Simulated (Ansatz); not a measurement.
# Nudged elastic band run: CH3N2O, charge -1

Input:

```yaml
crystal:
  periodic: [false, false, false]
  atoms:
    - { symbol: "N", position_ang: [-0.851554, 1.014382, -0.324334] }
    - { symbol: C, position_ang: [-0.233361, -0.156488, -0.297082] }
    - { symbol: "N", position_ang: [1.073666, -0.090944, 0.349321] }
    - { symbol: O, position_ang: [-0.562076, -1.288185, -0.738845] }
    - { symbol: H, position_ang: [-1.716854, 0.827861, -0.848865] }
    - { symbol: H, position_ang: [1.06696, 0.670252, 1.028269] }
    - { symbol: H, position_ang: [1.223219, -0.976888, 0.831526] }
total_charge: -1
basis:
  gaussian: { orbitals: def2-SVP }
hamiltonian:
  xc: r2scan
  dispersion: d4
neb:
  order_check: false
  images: 7
  f_tol: 0.03
  max_iterations: 60
  final_atoms:
    - { symbol: "N", position_ang: [-0.96056653, 0.95328253, -0.17233012] }
    - { symbol: C, position_ang: [-0.29092884, -0.18872078, -0.2160928] }
    - { symbol: "N", position_ang: [0.7491735, -0.27397644, 0.80439587] }
    - { symbol: O, position_ang: [-0.40582749, -1.19901838, -0.95763039] }
    - { symbol: H, position_ang: [-1.68145018, 0.84744812, -0.89870199] }
    - { symbol: H, position_ang: [1.52339738, -0.80789304, 0.4096496] }
    - { symbol: H, position_ang: [1.06620215, 0.66886797, 1.03069984] }
  initial_path:
    images:
      - { positions_ang: [[-0.851554, 1.014382, -0.324334], [-0.233361, -0.156488, -0.297082], [1.073666, -0.090944, 0.349321], [-0.562076, -1.288185, -0.738845], [-1.716854, 0.827861, -0.848865], [1.06696, 0.670252, 1.028269], [1.223219, -0.976888, 0.831526]] }
      - { positions_ang: [[-0.83041907, 1.01504624, -0.40702022], [-0.25307751, -0.14059281, -0.26064112], [1.04919584, -0.04541431, 0.38678286], [-0.61775261, -1.27820573, -0.59038863], [-1.69797678, 0.82896915, -0.92582536], [1.01836885, 0.49100629, 1.14557115], [1.33166128, -0.87081883, 0.65151132]] }
      - { positions_ang: [[-0.80928415, 1.01571048, -0.48970643], [-0.27279401, -0.12469761, -0.22420024], [1.02472568, 0.00011538, 0.42424472], [-0.67342923, -1.26822646, -0.44193226], [-1.67909956, 0.8300773, -1.00278571], [0.96977769, 0.31176059, 1.26287329], [1.44010356, -0.76474967, 0.47149664]] }
      - { positions_ang: [[-0.78814922, 1.01637472, -0.57239265], [-0.29251052, -0.10880242, -0.18775936], [1.00025553, 0.04564507, 0.46170658], [-0.72910584, -1.25824719, -0.29347589], [-1.66022233, 0.83118544, -1.07974607], [0.92118654, 0.13251488, 1.38017544], [1.54854585, -0.6586805, 0.29148196]] }
      - { positions_ang: [[-0.76701429, 1.01703896, -0.65507886], [-0.31222702, -0.09290723, -0.15131848], [0.97578537, 0.09117476, 0.49916844], [-0.78478246, -1.24826792, -0.14501953], [-1.64134511, 0.83229359, -1.15670643], [0.87259539, -0.04673083, 1.49747758], [1.65698813, -0.55261133, 0.11146728]] }
      - { positions_ang: [[-0.81540235, 1.00109985, -0.53439168], [-0.30690248, -0.11686061, -0.16751206], [0.9191324, -0.00011304, 0.57547529], [-0.69004371, -1.23595554, -0.34817224], [-1.65137138, 0.83608222, -1.09220532], [1.03529588, -0.23702138, 1.22552059], [1.50929164, -0.2472415, 0.34127542]] }
      - { positions_ang: [[-0.86379041, 0.98516074, -0.41370449], [-0.30157793, -0.140814, -0.18370564], [0.86247944, -0.09140084, 0.65178215], [-0.59530497, -1.22364315, -0.55132496], [-1.66139765, 0.83987086, -1.02770421], [1.19799638, -0.42731193, 0.95356359], [1.36159514, 0.05812832, 0.57108356]] }
      - { positions_ang: [[-0.91217847, 0.96922164, -0.29301731], [-0.29625338, -0.16476739, -0.19989922], [0.80582647, -0.18268864, 0.72808901], [-0.50056623, -1.21133077, -0.75447768], [-1.67142391, 0.84365949, -0.9632031], [1.36069688, -0.61760248, 0.68160659], [1.21389865, 0.36349815, 0.8008917]] }
      - { positions_ang: [[-0.96056653, 0.95328253, -0.17233012], [-0.29092884, -0.18872078, -0.2160928], [0.7491735, -0.27397644, 0.80439587], [-0.40582749, -1.19901838, -0.95763039], [-1.68145018, 0.84744812, -0.89870199], [1.52339738, -0.80789304, 0.4096496], [1.06620215, 0.66886797, 1.03069984]] }
```

Launched with:

```bash
$ ansatz run input.yaml --threads 1 --pin off --max-ram 2048MiB --backend cpu --events-out ev --progress --plain --runs-dir out
```

Output, in part (warnings, iteration lines, the closing report on the highest movable image, with atoms numbered from 0):

```
NEB end point (image 0): max|allowed force component| = 1.326e-2 eV/Å (the criterion of neb.relax_end_points is 1.000e-2)
NEB end point (image 8): max|allowed force component| = 9.415e-3 eV/Å (the criterion of neb.relax_end_points is 1.000e-2)
NEB iter   1: max|band force component| = 1.874e2 eV/Å  barrier→ = 37.4735 eV  barrier← = 37.4735 eV  Δτ_max = 0.1305 Å  (249 SCF iters)
NEB iter   2: max|band force component| = 9.670e1 eV/Å  barrier→ = 19.6192 eV  barrier← = 19.6192 eV  Δτ_max = 0.1911 Å  (232 SCF iters)
NEB iter   3: max|band force component| = 4.339e1 eV/Å  barrier→ = 8.7272 eV  barrier← = 8.7272 eV  Δτ_max = 0.1989 Å  (231 SCF iters)
NEB iter   4: max|band force component| = 1.729e1 eV/Å  barrier→ = 3.8892 eV  barrier← = 3.8892 eV  Δτ_max = 0.1968 Å  (241 SCF iters)
NEB iter   5: max|band force component| = 5.707e0 eV/Å  barrier→ = 1.5068 eV  barrier← = 1.5068 eV  Δτ_max = 0.1451 Å  (243 SCF iters)
NEB iter   6: max|band force component| = 1.719e0 eV/Å  barrier→ = 0.5396 eV  barrier← = 0.5396 eV  Δτ_max = 0.1338 Å  (219 SCF iters)
NEB iter   7: max|band force component| = 1.177e0 eV/Å  barrier→ = 0.3573 eV  barrier← = 0.3573 eV  Δτ_max = 0.0642 Å  (227 SCF iters)
NEB iter   8: max|band force component| = 4.598e-1 eV/Å  barrier→ = 0.3554 eV  barrier← = 0.3554 eV  CI = image 4  Δτ_max = 0.0216 Å  (223 SCF iters)
NEB iter   9: max|band force component| = 2.184e-1 eV/Å  barrier→ = 0.3552 eV  barrier← = 0.3552 eV  CI = image 4  Δτ_max = 0.0158 Å  (230 SCF iters)
NEB iter  10: max|band force component| = 5.874e-2 eV/Å  barrier→ = 0.3552 eV  barrier← = 0.3552 eV  CI = image 4  Δτ_max = 0.0020 Å  (231 SCF iters)
NEB iter  11: max|band force component| = 1.514e-2 eV/Å  barrier→ = 0.3552 eV  barrier← = 0.3552 eV  CI = image 4  Δτ_max = 0.0000 Å  (581 SCF iters)
Total energy: -6105.11361655 eV, -224.3587872137 hartree
Atom 0 at    -0.764466     1.057965    -0.730429 Å, force     0.000366    -0.001402    -0.002813 eV/Å
Atom 1 at    -0.298363    -0.030495    -0.158160 Å, force    -0.002447     0.006386     0.009905 eV/Å
Atom 2 at     1.033926     0.196278     0.523304 Å, force     0.002021    -0.004374    -0.001809 eV/Å
Atom 3 at    -0.763535    -1.198436    -0.083228 Å, force    -0.000121    -0.002718    -0.002810 eV/Å
Atom 4 at    -1.658852     0.745798    -1.141483 Å, force     0.000921    -0.000621    -0.000409 eV/Å
Atom 5 at     0.855358    -0.198575     1.456709 Å, force    -0.000587     0.000281    -0.003251 eV/Å
Atom 6 at     1.595932    -0.572544     0.133277 Å, force    -0.000154     0.002448     0.001186 eV/Å
Dipole moment:     0.232602    -0.297981     0.214164 e Å
```

The forces met the threshold. A vibrational analysis at the climbing image gives one clearly imaginary mode, 235i cm⁻¹: a first-order saddle point. Limits of this set-up: an anion without diffuse functions, the dipole of an ion depends on the origin.

Final band (atoms are numbered from 1 in the order of the input):

| image | path coordinate (Å) | energy (eV) | dihedral N1–C2–N3–H7 (°) |
| --- | --- | --- | --- |
| 0 | 0.00 | 0.00 | 146 |
| 1 | 0.43 | 0.07 | 169 |
| 2 | 0.85 | 0.22 | -171 |
| 3 | 1.28 | 0.32 | -151 |
| 4 | 1.71 | 0.36 | -129 |
| 5 | 2.13 | 0.32 | -105 |
| 6 | 2.55 | 0.22 | -80 |
| 7 | 2.98 | 0.07 | -53 |
| 8 | 3.40 | 0.00 | -28 |

The run took 4.1 min on 1 thread of Arm Neoverse V1, with other jobs on the host, peak memory 0.13 GiB.
